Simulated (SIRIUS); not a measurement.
Set up this calculation in SIRIUS 7.10.0, as the native input.

* Task: single point
* Functional: PBEsol
* Potentials or basis: PseudoDojo 0.4.1 PBEsol standard (scalar relativistic)
* Cutoff: 983 eV
* Density cutoff: 3932 eV
* k mesh: 10 × 10 × 10
* Occupations: fermi-dirac, width 0.05 eV
* Spin: no spin polarisation
* Libxc names: ["XC_GGA_X_PBE_SOL", "XC_GGA_C_PBE_SOL"]
* Energy tol: 1e-08 Ha
* Density tol: 1e-06
* Mixer: anderson
* Mixing beta: 0.7
* Max scf: 100
* Radial cutoff for the potentials' integrals: 6.5 bohr

Crystal: Sn.

```
Sn
1.0
    -1.96923    2.05623    1.62201
     2.04455   -2.03890    1.69286
     1.97855    2.04822   -1.60084
Sn
1
Direct
  0.00815 0.00113 0.99938
```

The cell isn't the ideal one: cell strained at random at fixed volume.

One way to write it, as run:

sirius.json

```json
{
  "control": {
    "processing_unit": "cpu",
    "verbosity": 2,
    "num_bands_to_print": 14,
    "print_forces": true,
    "print_stress": true
  },
  "parameters": {
    "electronic_structure_method": "pseudopotential",
    "xc_functionals": ["XC_GGA_X_PBE_SOL", "XC_GGA_C_PBE_SOL"],
    "gk_cutoff": 8.5,
    "pw_cutoff": 17.0,
    "ngridk": [10, 10, 10],
    "shiftk": [0, 0, 0],
    "smearing": "fermi_dirac",
    "smearing_width": 0.0018374661,
    "num_bands": 14,
    "num_mag_dims": 0,
    "num_dft_iter": 100,
    "energy_tol": 1e-08,
    "density_tol": 1e-06
  },
  "iterative_solver": {
    "type": "davidson",
    "min_tolerance": 1e-09,
    "tolerance_scale": [0.1, 0.25]
  },
  "mixer": {
    "type": "anderson",
    "beta": 0.7,
    "max_history": 8
  },
  "settings": {
    "tol_ne": 1e-10,
    "pseudo_grid_cutoff": 6.5
  },
  "unit_cell": {
    "lattice_vectors": [
      [-3.721299707218, 3.885705880061, 3.065149002226],
      [3.863631989199, -3.852962595499, 3.199049326238],
      [3.738913844426, 3.870576732707, -3.025143500168]
    ],
    "atom_coordinate_units": "lattice",
    "atom_types": ["Sn"],
    "atom_files": {
      "Sn": "Sn.json"
    },
    "atoms": {
      "Sn": [
        [0.008151, 0.001132, -0.000622]
      ]
    }
  }
}
```

Potentials or basis: PseudoDojo 0.4.1 PBEsol standard (scalar relativistic).

Command:

```sh
$ upf_to_json Sn.upf
$ OMP_NUM_THREADS=1 sirius.scf --input=sirius.json --output=out.json --task=0
```

Results of the run:

```yaml
Pressure: -1.7 GPa
Band_gap_on_the_k_mesh: none (metal or under the smearing width)
```

Wall time 3.4 min on 1 thread of Arm Neoverse V2, on a shared host, peak memory 1.3 GiB.
